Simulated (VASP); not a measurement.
Write the native input for VASP 6.6.1 that does the following.

* Task: single point
* Functional: PBE
* Potentials or basis: VASP PAW PBE potentials, release 64 (Te, Sn_d)
* Cutoff: 520 eV
* k mesh: 7 × 7 × 7
* Occupations: gaussian, width 0.03 eV
* Spin: no spin polarisation
* Further INCAR settings: ALGO = Normal; EDIFF = 1e-07; NBANDS = 17

The structure of SnTe lies in POSCAR:

```
SnTe
1.0
    0.0000000000      3.1508500000      3.1508500000
    3.1508500000      0.0000000000      3.1508500000
    3.1508500000      3.1508500000      0.0000000000
Te Sn
1 1
Direct
    0.5000000000      0.5000000000      0.5000000000
    0.0000000000      0.0000000000      0.0000000000
```

These files were run (other wordings do the same):

INCAR

```
SYSTEM = SnTe
PREC     = Accurate       ! precision mode
ENCUT    = 520            ! plane-wave cutoff, eV
EDIFF    = 1E-7           ! SCF threshold, eV
ISMEAR   = 0              ! smearing method
SIGMA    = 0.03           ! smearing width, eV
LREAL    = .False.        ! projectors in reciprocal space
LASPH    = .True.         ! aspherical terms in the spheres
NELM     = 100            ! most SCF steps
ALGO     = Normal         ! electronic algorithm
ISIF     = 2              ! what is computed and relaxed
LWAVE    = .False.        ! write WAVECAR
LCHARG   = .False.        ! write CHGCAR
GGA      = PE             ! functional
NBANDS   = 17             ! bands
```

KPOINTS

```
regular mesh
0
Gamma
  7 7 7
  0 0 0
```

Potentials or basis: VASP PAW PBE potentials, release 64 (Te, Sn_d).

Run with:

```console
$ cat potpaw_PBE.64/Te/POTCAR potpaw_PBE.64/Sn_d/POTCAR > POTCAR
$ mpirun -np 1 vasp_std > vasp.out
```

It gave:

```
Pressure : 2.2 GPa
```

Run time: 12 s on 1 thread of Intel(R) Xeon(R) 6975P-C (Granite Rapids), with other jobs on the host, peak memory 0.2 GiB.
